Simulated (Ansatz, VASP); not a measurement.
Pd: VASP beside Ansatz

```
Pd
1.0
     2.75065    0.00000    0.00000
     1.37532    2.38213    0.00000
     0.00000    0.00000   29.47536
Pd
7
Direct
  0.00000 0.00000 0.26494
  0.33333 0.33333 0.34351
  0.66667 0.66667 0.42171
  0.00000 0.00000 0.50000
  0.33333 0.33333 0.57829
  0.66667 0.66667 0.65649
  0.00000 0.00000 0.73506
```

Alike in both runs: functional PBE; k mesh 16 × 16 × 1; occupations gaussian, width 0.05 eV; no spin polarisation.

Ansatz relaxed the structure, and its values are those at the end. VASP's run is a single point on that final structure, the one shown.

|  | VASP | Ansatz |
| --- | --- | --- |
| version | VASP 6.6.1 | Ansatz 0.2.0 |
| potentials or method | VASP PAW PBE potentials, release 64 (Pd) | scalar-relativistic, plane waves, PAW |
| plane-wave cutoff (eV) | 520 | 420 |
| valence electrons in the cell | 70 | 126 |

```tsv
	VASP	Ansatz	Ansatz less VASP
gap on the k mesh at the Fermi level (eV)	none	none	-
rms of the force components (eV/Å)	0.004	0.000	-0.0042
```

A gap of «none» marks a metal or a gap that the smearing closes. The two sets of potentials don't hold the same shells in valence. Ansatz warned: «xc_potential_rough_in_thin_density».
